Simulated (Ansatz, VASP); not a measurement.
One calculation of B, two programs

```xyz
2
Lattice="1.0383 -1.4673 0.0000 1.0383 1.4673 0.0000 0.0000 0.0000 4.3205" Properties=species:S:1:pos:R:3 pbc="T T T"
B     1.0383    0.0037    1.0801
B     1.0383   -0.0037    3.2404
```

Alike in both runs: functional PBE; k mesh 30 × 30 × 14; occupations gaussian, width 0.1 eV; no spin polarisation.

Ansatz relaxed the structure, and its values are those at the end. VASP's run is a single point on that final structure, the one shown.

|  | VASP | Ansatz |
| --- | --- | --- |
| version | VASP 6.6.1 | Ansatz 0.2.0 |
| potentials or method | VASP PAW PBE potentials, release 64 (B) | scalar-relativistic, plane waves, PAW |
| plane-wave cutoff (eV) | 520 | 420 |
| valence electrons in the cell | 6 | 6 |

```tsv
	VASP	Ansatz	Ansatz less VASP
gap on the k mesh at the Fermi level (eV)	none	none	-
pressure (GPa)	0.0	0.0	+0.01
```

A gap of «none» marks a metal or a gap that the smearing closes.
